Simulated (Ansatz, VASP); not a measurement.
This is a calculation of Ni for VASP 6.6.1.

File INCAR:

```
SYSTEM = Ni
PREC = Accurate ; ENCUT = 520
EDIFF = 1E-7 ; ISMEAR = 0
SIGMA = 0.026000000000000002 ; LREAL = .FALSE.
LASPH = .TRUE. ; NELM = 150
ALGO = Fast ; ISIF = 2
LWAVE = .FALSE. ; LCHARG = .FALSE.
ISPIN = 2 ; MAGMOM = 1
LORBIT = 11 ; LMAXMIX = 4
GGA = PE ; NBANDS = 15
```

Contents of KPOINTS:

```
regular mesh
0
G
  13 13 13
  0 0 0
```

Contents of POSCAR:

```
Ni
1.0
    0.0000000000      1.7375729330      1.7375729330
    1.7375729330      0.0000000000      1.7375729330
    1.7375729330      1.7375729330      0.0000000000
Ni
1
Direct
    0.0000000000      0.0000000000      0.0000000000
```

Potentials or basis: VASP PAW PBE potentials, release 64 (Ni).

Command:

```bash
$ cat potpaw_PBE.64/Ni/POTCAR > POTCAR
$ mpirun -np 1 vasp_std > vasp.out
```

**Question.** Translate it to Ansatz 0.2.0. Potentials there: all-electron LAPW, scalar-relativistic.

**Answer.** As run (the cutoff follows the program's own potentials):

input.yaml

```yaml
crystal:
  lattice:
    - [0.0, 1.737572933, 1.737572933]
    - [1.737572933, 0.0, 1.737572933]
    - [1.737572933, 1.737572933, 0.0]
  atoms:
    - { symbol: Ni, position: [0.0, 0.0, 0.0], spin: 1.0 }
kpoints:
  mp_grid: { grid: [13, 13, 13] }
scf:
  occupations: { method: gaussian, width: 0.026 }
hamiltonian:
  xc: pbe
  pseudopotentials: { kind: all_electron, lapw: { basis_error: 0.001 } }
magnetization:
  spin_polarized: true
output:
  forces: true
  stress: true
  eigenvalues: true
```

Potentials or basis: all-electron LAPW, scalar-relativistic.

The run is started by

```console
$ ansatz run input.yaml --threads 2 --pin off --max-ram 6144MiB --backend cpu --events-out ev --progress --plain --runs-dir out
```

Both were run:

|  | VASP | Ansatz | Ansatz less VASP |
| --- | --- | --- | --- |
| gap on the k mesh at the Fermi level (eV) | none | none | - |
| pressure (GPa) | 7.8 | 8.0 | +0.16 |
| net moment per atom (μB) | 0.62 | 0.64 | +0.016 |
| size of the moment on the site where the two differ most (μB) | 0.63 | 0.66 | +0.032 |

Site moments also hang on the region over which each program counts them. A gap of «none» marks a metal or a gap that the smearing closes. Ansatz ran all-electron here, so the differences hold the error of VASP's frozen core and of both bases.
